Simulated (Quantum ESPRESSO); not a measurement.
Pd in Quantum ESPRESSO: the effect of strain

Crystal: Pd.

```
CELL_PARAMETERS angstrom
0.00000 1.86864 1.94650
1.86864 0.00000 1.94650
1.86864 1.86864 0.00000
ATOMIC_POSITIONS crystal
Pd 0.00000 0.00000 0.00000
```

Alike in all runs:

- Program: Quantum ESPRESSO 7.5
- Task: single point
- Functional: PBEsol
- Potentials or basis: SSSP 1.3 efficiency PBE
- Cutoff: 816 eV
- Density cutoff: 3265 eV
- k mesh: 12 × 12 × 12
- Occupations: fermi-dirac, width 0.05 eV
- Spin: no spin polarisation
- Kind of strain: biaxial_xy
- Mixing beta: 0.5
- Most SCF iterations: 120
- SCF threshold: 2e-10 Ry

Task: One run gave: pressure 16.4 GPa. Which strain did it use?
A. 0
B. -0.01
C. -0.04
D. 0.01
E. 0.02

Result: C.

| strain | pressure (GPa) |
| --- | --- |
| -0.04 | 16.4 |
| -0.02 | 5.4 |
| -0.01 | 0.8 |
| 0 | -3.3 |
| 0.01 | -6.8 |
| 0.02 | -10.0 |
| 0.04 | -15.1 |

Caveats: the potentials were made for another functional, which shifts forces and pressure.
